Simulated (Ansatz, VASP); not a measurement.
**N in VASP and in Ansatz**

File INCAR:

```
SYSTEM = N
ALGO     = Normal         ! electronic algorithm
EDIFF    = 1E-6           ! SCF threshold, eV
ENCUT    = 520            ! plane-wave cutoff, eV
GGA      = CA             ! functional
ISIF     = 2              ! what is computed and relaxed
ISMEAR   = 0              ! smearing method
LASPH    = .TRUE.         ! aspherical terms in the spheres
LCHARG   = .FALSE.        ! write CHGCAR
LREAL    = .FALSE.        ! projectors in reciprocal space
LWAVE    = .FALSE.        ! write WAVECAR
NBANDS   = 12             ! bands
NELM     = 80             ! most SCF steps
PREC     = Accurate       ! precision mode
SIGMA    = 0.15           ! smearing width, eV
```

KPOINTS

```
k-points
0
G
  15 15 8
  0 0 0
```

The input POSCAR:

```
N
1.0
    3.4838415837      0.0000000000      0.0000000000
   -1.7419207918      3.0170953142      0.0000000000
    0.0000000000      0.0000000000      5.6544000000
N
2
Direct
    0.3333333333      0.6666666667      0.2500000000
    0.6666666667      0.3333333333      0.7500000000
```

Input for Ansatz:

```yaml
crystal:
  lattice:
    - [3.4838415837, 0.0, 0.0]
    - [-1.7419207918, 3.0170953142, 0.0]
    - [0.0, 0.0, 5.6544]
  atoms:
    - { symbol: "N", position: [0.3333333333, 0.6666666667, 0.25] }
    - { symbol: "N", position: [0.6666666667, 0.3333333333, 0.75] }
basis:
  ecutwfc: 420
kpoints:
  mp_grid: { grid: [15, 15, 8] }
hamiltonian:
  xc: lda
scf:
  occupations: { method: gaussian, width: 0.15 }
output:
  forces: true
  stress: true
  eigenvalues: true
```

Change from the starting cell: strain -0.040 along x and y, -0.040 along z, atoms carried along.

Alike in both runs: task single point; functional LDA; k mesh 15 × 15 × 8; occupations gaussian, width 0.15 eV; no spin polarisation.

|  | VASP | Ansatz |
| --- | --- | --- |
| version | VASP 6.6.1 | Ansatz 0.2.0 |
| potentials or method | VASP PAW LDA potentials, release 64 (N) | scalar-relativistic, plane waves, PAW |
| plane-wave cutoff (eV) | 520 | 420 |
| valence electrons in the cell | 10 | 10 |

VASP gave:

```
gap on the k mesh at the Fermi level (eV)       : none
pressure (GPa)                                  : -11.0
largest component of the traceless stress (GPa) : 0.05
```

Problem. Which values does Ansatz return?

Solution. gap on the k mesh at the Fermi level (eV): none; pressure (GPa): -10.9; largest component of the traceless stress (GPa): 0.05.

A gap of «none» marks a metal or a gap that the smearing closes.
